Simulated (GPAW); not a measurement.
Crystal: AgBr.

```xyz
2
Lattice="0.0000 2.8702 2.8702 2.8702 0.0000 2.8702 2.8702 2.8702 0.0000" Properties=species:S:1:pos:R:3 pbc="T T T"
Ag    0.0000    0.0000    0.0000
Br    2.8702    2.8702    2.8702
```

Base run:

* Program: GPAW 26.7.0
* Functional: PBEsol
* Potentials or basis: PAW data sets generated in the run's folder for this functional
* Cutoff: 600 eV
* Basis: pw
* k mesh: 8 × 8 × 8
* Occupations: fermi-dirac, width 0.05 eV
* Spin: no spin polarisation
* Hubbard terms: Ag d U = 4 eV

Its results: band gap on the k mesh 1.20 eV, indirect (least direct gap 2.62 eV); pressure -0.7 GPa.

Question: The run is repeated on the same cell with these changes: hubbard terms from Ag d U = 4 eV to Ag d U = 2 eV. What comes out?

Answer: Band gap on the k mesh 0.86 eV, indirect (least direct gap 2.55 eV); pressure -1.0 GPa.

A k mesh can miss the band edges.
